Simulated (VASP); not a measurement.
# Ca (Pm-3m) in VASP: a series of runs

One crystal, Ca, is run at these levels: BLYP; tasks: single point.

Program: VASP 6.6.1. These are calculated values, not measurements. Logs are shortened: lines on timing, memory, paths and dates and some standing lists are left out, and cuts for length are marked.

### Step 1. The structure

It takes space group Pm-3m (No. 221, cubic). Conventional cell: a = 3.571 Å, b = 3.571 Å, c = 3.571 Å, α = 90.00°, β = 90.00°, γ = 90.00°. Ca (site symmetry m-3m) is surrounded by 6 Ca at 3.57 Å.

This isn't the form of Ca at room conditions, which is fcc.

### Step 2. Single point, BLYP

INCAR reads:

```
SYSTEM = Ca
PREC     = Accurate       ! precision mode
ENCUT    = 520            ! plane-wave cutoff, eV
EDIFF    = 1E-7           ! SCF threshold, eV
ISMEAR   = -1             ! smearing method
SIGMA    = 0.1            ! smearing width, eV
LREAL    = .False.        ! projectors in reciprocal space
LASPH    = .True.         ! aspherical terms in the spheres
NELM     = 60             ! most SCF steps
ALGO     = Normal         ! electronic algorithm
ISIF     = 2              ! what is computed and relaxed
LWAVE    = .False.        ! write WAVECAR
LCHARG   = .True.         ! write CHGCAR
GGA      = B5             ! functional
ALDAX    = 1.0          
AGGAX    = 1.0          
AGGAC    = 1.0          
ALDAC    = 0.0          
LELF     = .True.         ! ELF
LVHAR    = .True.       
NBANDS   = 11             ! bands
```

KPOINTS reads:

```
Automatic mesh
0
Gamma
  15 15 15
  0 0 0
```

POSCAR reads:

```
Ca
1.0
    3.5712984073      0.0000000000      0.0000000000
    0.0000000000      3.5712984073      0.0000000000
    0.0000000000      0.0000000000      3.5712984073
Ca
1
Direct
    0.0000000000      0.0000000000      0.0000000000
```

Potentials or basis: VASP PAW PBE potentials, release 64 (Ca_sv).

Command:

```console
> cat potpaw_PBE.64/Ca_sv/POTCAR > POTCAR
> mpirun -np 1 vasp_std > vasp.out
```

OUTCAR:

```text
SYSTEM = Ca
   PREC = Accurate
   ENCUT = 520
   EDIFF = 1E-7
   ISMEAR = -1
   LREAL = .False.
   LASPH = .True.
   NELM = 60
   ISIF = 2
   GGA = B5

 ion  position               nearest neighbor table
   1  0.000  0.000  0.000-

  LATTYP: Found a simple cubic cell.
 ALAT       =     3.5712984073

  Lattice vectors:

 A1 = (   3.5712984073,   0.0000000000,   0.0000000000)
 A2 = (   0.0000000000,   3.5712984073,   0.0000000000)
 A3 = (   0.0000000000,   0.0000000000,   3.5712984073)

Analysis of symmetry for initial positions (statically):
=====================================================================
 Subroutine PRICEL returns:
 Original cell was already a primitive cell.

 Routine SETGRP: Setting up the symmetry group for a
 simple cubic supercell.

 Subroutine GETGRP returns: Found 48 space group operations
 (whereof 48 operations were pure point group operations)
 out of a pool of 48 trial point group operations.

The static configuration has the point symmetry O_h .

Analysis of symmetry for dynamics (positions and initial velocities):
=====================================================================
 Subroutine PRICEL returns:
 Original cell was already a primitive cell.

 Routine SETGRP: Setting up the symmetry group for a
 simple cubic supercell.

 Subroutine GETGRP returns: Found 48 space group operations
 (whereof 48 operations were pure point group operations)
 out of a pool of 48 trial point group operations.

The dynamic configuration has the point symmetry O_h .

 Subroutine INISYM returns: Found 48 space group operations
 (whereof 48 operations are pure point group operations),
 and found     1 'primitive' translations

----------------------------------------------------------------------------------------

                                     Primitive cell

  volume of cell :      45.5490

  direct lattice vectors                    reciprocal lattice vectors
     3.571298407  0.000000000  0.000000000     0.280010205  0.000000000  0.000000000
     0.000000000  3.571298407  0.000000000     0.000000000  0.280010205  0.000000000
     0.000000000  0.000000000  3.571298407     0.000000000  0.000000000  0.280010205

  length of vectors
     3.571298407  3.571298407  3.571298407     0.280010205  0.280010205  0.280010205

  position of ions in fractional coordinates (direct lattice)
     0.000000000  0.000000000  0.000000000

[... 81 lines left out ...]
   ISIF   =      2    stress and relaxation
   ISYM   =      2    0-nonsym 1-usesym 2-fastsym
   POTIM  = 0.5000    time-step for ionic-motion
   TEBEG  =    0.0;   TEEND  =   0.0 temperature during run
   PSTRESS=    0.0 pullay stress
   NELECT =      10.0000    total number of electrons
   NUPDOWN=      -1.0000    fix difference up-down
   EMIN   =  10.00;   EMAX   =-10.00  energy-range for DOS
   EFERMI =   0.00;   METHOD = LEGACY
   ISMEAR =    -1;   SIGMA  =   0.10  broadening in eV -4-tet -1-fermi 0-gaus
   EFERMI_NEDOS =   21; number of points for ismear=-14 and -15
   IALGO  =     38    algorithm
   IMIX   =      4    mixing-type and parameters
     AMIX     =   0.40;   BMIX     =  1.00
     AMIX_MAG =   1.60;   BMIX_MAG =  1.00
  volume/ion in A,a.u.               =      45.55       307.38
  Fermi-wavevector in a.u.,A,eV,Ry     =   0.987602  1.866297 13.270551  0.975358
  Thomas-Fermi vector in A             =   2.119068
   LORBIT       =      0    0 simple, 1 ext, 2 COOP (PROOUT), +10 PAW based schemes
   GGA     = B5    functional components
   LHFCALC =     F    Hartree Fock is set to
   AEXX    =    0.0000 exact exchange contribution
   IVDW    =     0    specifies the selected vdW correction
   LEPSILON=     F    determine dielectric tensor
   LRPA    =     F    only Hartree local field effects (RPA)
 non-spin polarized calculation
  energy-cutoff  :      520.00
  volume of cell :       45.55
 maximum number of plane-waves:      1248
 NGX is ok and might be reduce to    28
   NGX = 13   NGY = 13   NGZ = 13

 number of electron      10.0000000 magnetization

 Free energy of the ion-electron system (eV)
  ---------------------------------------------------
  ext. energy  EPLUGINS =         0.00000000
  ---------------------------------------------------
  free energy    TOTEN  =        -0.89765094 eV

  energy without entropy =       -0.85789440  energy(sigma->0) =       -0.87777267

 E-fermi :   2.0093     XC(G=0):  -7.0359

 val. band max:        2.0066340764   @ k =   0.4667   0.3333   0.2667
 cond. band min:       2.0887979270   @ k =   0.4667   0.4000   0.2667
 fundamental gap:      0.0821638506
 Fermi energy:         2.0092615927

 k-point     1 :       0.0000    0.0000    0.0000
  band No.  band energies     occupation
      1     -40.2546      2.00000
      2     -21.2760      2.00000
      3     -21.2760      2.00000
      4     -21.2760      2.00000
      5      -1.7112      2.00000
      6       2.7050      0.00190
      7       2.7050      0.00190
      8       5.6804      0.00000
      9       5.6804      0.00000
     10       5.6804      0.00000
     11      10.2549      0.00000
[... 309 lines left out ...]
 k-point    24 :       0.3333    0.2000    0.0000
  band No.  band energies     occupation
      1     -40.2383      2.00000
      2     -21.4038      2.00000
      3     -21.3252      2.00000
      4     -21.2594      2.00000
      5       0.1537      2.00000
      6       2.6772      0.00251
      7       3.2796      0.00001
      8       4.3589      0.00000
      9       4.8701      0.00000
     10       5.3720      0.00000
     11       7.3331      0.00000

 [... further k-points ...]

------------------------ aborting loop because EDIFF is reached ----------------------------------------

  FORCE on cell =-STRESS in cart. coord.  units (eV):
  Direction    XX          YY          ZZ          XY          YZ          ZX
  --------------------------------------------------------------------------------------
  -------------------------------------------------------------------------------------
  Total       -0.0094918     -0.0094918     -0.0094918      0.0000000      0.0000000     -0.0000000
  in kB       -0.3338711     -0.3338711     -0.3338711      0.0000000      0.0000000     -0.0000000
  external PRESSURE =      -0.3338711 kB  Pullay stress =       0.0000000 kB

 VOLUME and BASIS-vectors are now :
 -----------------------------------------------------------------------------
  energy-cutoff  :      520.00
  volume of cell :       45.55
      direct lattice vectors                 reciprocal lattice vectors
     3.571298407  0.000000000  0.000000000     0.280010205  0.000000000  0.000000000
     0.000000000  3.571298407  0.000000000     0.000000000  0.280010205  0.000000000
     0.000000000  0.000000000  3.571298407     0.000000000  0.000000000  0.280010205

 POSITION                                       TOTAL-FORCE (eV/Angst)
 -----------------------------------------------------------------------------------
      0.00000      0.00000      0.00000         0.000000      0.000000      0.000000
 -----------------------------------------------------------------------------------
    total drift:                               -0.000000     -0.000000     -0.000000

  FREE ENERGIE OF THE ION-ELECTRON SYSTEM (eV)
  ---------------------------------------------------
  free  energy   TOTEN  =        -0.8976509432 eV

  energy  without entropy=       -0.8578944014  energy(sigma->0) =       -0.87777267
```

Run time: 25 s. Hardware: 1 thread of Intel Xeon 6975P-C (Granite Rapids), shared host; peak memory 0.19 GiB.

What came out:

```yaml
Free_energy: -0.8977 eV
Pressure: 0.0 GPa
Band_gap_on_the_k_mesh: none (metal or under the smearing width)
```

Caveat: the PAW data sets were made with another functional, which shifts forces and pressure a little.

(Continued in part 2 of 2.)
